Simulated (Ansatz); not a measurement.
The system is Ge.

```
CELL_PARAMETERS angstrom
1.39715 -2.60052 0.00000
1.39715 2.60052 0.00000
0.00000 0.00000 2.69823
ATOMIC_POSITIONS crystal
Ge 0.50000 0.50000 0.00000
```

This isn't the form of Ge at room conditions, which is diamond.

| Item | Value |
| --- | --- |
| Program | Ansatz 0.2.0 |
| Task | single point |
| Functional | PBE |
| Potentials or basis | all-electron LAPW, scalar-relativistic |
| Cutoff | 247 eV (chosen from the basis error) |
| Basis error allowed | 0.001 eV/atom |
| k mesh | 11 × 11 × 10 |
| Occupations | fermi-dirac, width 0.05 eV |
| Spin | no spin polarisation |

On this cell: pressure -0.6 GPa; band gap on the k mesh none (metal or under the smearing width).

The same run follows on a disturbed copy (cell strained at random at fixed volume):

```xyz
1
Lattice="1.3670 -2.6325 0.0133 1.3601 2.6288 0.0078 0.0204 -0.0029 2.7332" Properties=species:S:1:pos:R:3 pbc="T T T"
Ge    1.4077   -0.0092   -0.0083
```

Q: What changes?

A: The energy (extrapolated to zero smearing) moves by +13.5 meV/atom; pressure -0.2 GPa; band gap on the k mesh none (metal or under the smearing width).

Stress tensor (GPa, compression positive):
```
 4.05 -0.09 -0.33
-0.09 -1.49  0.07
-0.33  0.07 -3.01
```
